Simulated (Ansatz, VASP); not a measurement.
**Ir in VASP and in Ansatz**

```
CELL_PARAMETERS angstrom
4.33637 0.00000 0.00000
-2.16818 3.75540 0.00000
0.00000 0.00000 2.66774
ATOMIC_POSITIONS crystal
Ir 0.66667 0.33333 0.50000
Ir 0.33333 0.66667 0.50000
Ir 0.00000 0.00000 0.00000
```

Alike in both runs: functional PBEsol; k mesh 12 × 12 × 16; occupations gaussian, width 0.1 eV; no spin polarisation.

Ansatz relaxed the structure, and its values are those at the end. VASP's run is a single point on that final structure, the one shown.

|  | VASP | Ansatz |
| --- | --- | --- |
| version | VASP 6.6.1 | Ansatz 0.2.0 |
| potentials or method | VASP PAW PBE potentials, release 64 (Ir) | scalar-relativistic, plane waves, PAW |
| plane-wave cutoff (eV) | 520 | 420 |
| valence electrons in the cell | 27 | 51 |

VASP gave:

* gap on the k mesh at the Fermi level (eV): none
* pressure (GPa): 0.8

Task: Estimate Ansatz's values.

Result: gap on the k mesh at the Fermi level (eV): none; pressure (GPa): 0.0.

A gap of «none» marks a metal or a gap that the smearing closes. The two sets of potentials don't hold the same shells in valence.

Caveats: the PAW data sets were made with another functional, which shifts forces and pressure a little (VASP). The runs have no spin-orbit coupling, so splittings on Ir are missing.
